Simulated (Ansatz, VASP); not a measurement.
# One calculation of Au, two programs

```
CELL_PARAMETERS angstrom
0.00000 2.07860 2.07860
2.07860 0.00000 2.07860
2.07860 2.07860 0.00000
ATOMIC_POSITIONS crystal
Au 0.00000 0.00000 0.00000
```

Alike in both runs: task single point; functional PBE; k mesh 21 × 21 × 21; occupations fermi-dirac, width 0.05 eV; non-collinear spin, spin-orbit coupling.

```csv
,VASP,Ansatz
version,VASP 6.6.1,Ansatz 0.2.0
potentials or method,"VASP PAW PBE potentials, release 64 (Au), cutoff 520 eV",all-electron LAPW
```

|  | VASP | Ansatz | Ansatz less VASP |
| --- | --- | --- | --- |
| pressure (GPa) | -1.3 | -1.4 | -0.08 |
| net moment per atom (μB) | 0.00 | 0.00 | 0.000 |

Ansatz ran all-electron here, so the differences hold the error of VASP's frozen core and of both bases.
